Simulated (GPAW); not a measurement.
A run of GPAW 26.7.0:

File run.py:

```python
from ase.dft.bandgap import bandgap
from ase.io import read, write
from ase.units import GPa
from gpaw import GPAW, PW

atoms = read('POSCAR')

calc = GPAW(mode=PW(450),
            xc='PBE',
            kpts={'size': (6, 6, 6), 'gamma': True},
            occupations={'name': 'fermi-dirac', 'width': 0.05},
            nbands=18,
            convergence={'density': 1e-05, 'energy': 1e-05},
            maxiter=80,
            txt='gpaw.txt')
atoms.calc = calc
energy = atoms.get_potential_energy()
forces = atoms.get_forces()
stress = atoms.get_stress()
calc.write('gs.gpw')
write('result.traj', atoms)
print(f'Energy: {energy:.6f} eV')
print('Forces (eV/A):')
print(forces.round(4))
print('Stress (GPa):', (stress / GPa).round(3))
print('Fermi level:', round(calc.get_fermi_level(), 4), 'eV')
print(f'Gap: {bandgap(calc)[0]:.4f} eV, direct: {bandgap(calc, direct=True)[0]:.4f} eV')
```

The input POSCAR:

```
InAs
1.0
    0.0000000000      3.0180000000      3.0180000000
    3.0180000000      0.0000000000      3.0180000000
    3.0180000000      3.0180000000      0.0000000000
In As
1 1
Direct
    0.0000000000      0.0000000000      0.0000000000
    0.7500000000      0.7500000000      0.7500000000
```

Potentials or basis: GPAW PAW data sets (gpaw-data 1.2.1), pw.

The run is started by

```sh
$ OMP_NUM_THREADS=1 python run.py
```

Hardware: 1 thread of Arm Neoverse V1, on a shared host.

Problem. How long does it take, and how much memory?

Solution. Wall time 8.2 s on 1 thread of Arm Neoverse V1 (shared host), peak memory 0.14 GiB. Counts: scf iterations 9, plane waves 1243, bands 18, k points 16.
